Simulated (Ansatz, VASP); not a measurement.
One calculation of Be, two programs

INCAR

```
SYSTEM = Be
PREC = Accurate
ENCUT = 520
EDIFF = 1E-6
ISMEAR = -1
SIGMA = 0.03
LREAL = .FALSE.
LASPH = .TRUE.
NELM = 80
ALGO = Normal
ISIF = 2
LWAVE = .FALSE.
LCHARG = .FALSE.
GGA = PS
NBANDS = 7
```

KPOINTS

```
regular mesh
0
G
  23 23 23
  0 0 0
```

POSCAR

```
Be
1.0
   -1.2277574868      1.2277574868      1.2277574868
    1.2277574868     -1.2277574868      1.2277574868
    1.2277574868      1.2277574868     -1.2277574868
Be
1
Direct
    0.0000000000      0.0000000000      0.0000000000
```

Input for Ansatz:

```yaml
crystal:
  lattice:
    - [-1.2277574868, 1.2277574868, 1.2277574868]
    - [1.2277574868, -1.2277574868, 1.2277574868]
    - [1.2277574868, 1.2277574868, -1.2277574868]
  atoms:
    - { symbol: Be, position: [0.0, 0.0, 0.0] }
kpoints:
  mp_grid: { grid: [23, 23, 23] }
scf:
  occupations: { method: fermi_dirac, width: 0.03 }
hamiltonian:
  xc: pbesol
  pseudopotentials: { kind: all_electron, lapw: { basis_error: 0.00025 } }
output:
  forces: true
  stress: true
  eigenvalues: true
```

Change from the starting cell: volume scaled by 0.9405.

Alike in both runs: task single point; functional PBEsol; k mesh 23 × 23 × 23; occupations fermi-dirac, width 0.03 eV; no spin polarisation.

|  | VASP | Ansatz |
| --- | --- | --- |
| version | VASP 6.6.1 | Ansatz 0.2.0 |
| potentials or method | VASP PAW PBE potentials, release 64 (Be) | all-electron LAPW, scalar-relativistic |
| plane-wave cutoff (eV) | 520 | see its input |

```csv
,VASP,Ansatz,Ansatz less VASP
pressure (GPa),6.5,6.0,-0.56
```

Ansatz ran all-electron here, so the differences hold the error of VASP's frozen core and of both bases.

Caveats: the PAW data sets were made with another functional, which shifts forces and pressure a little (VASP).
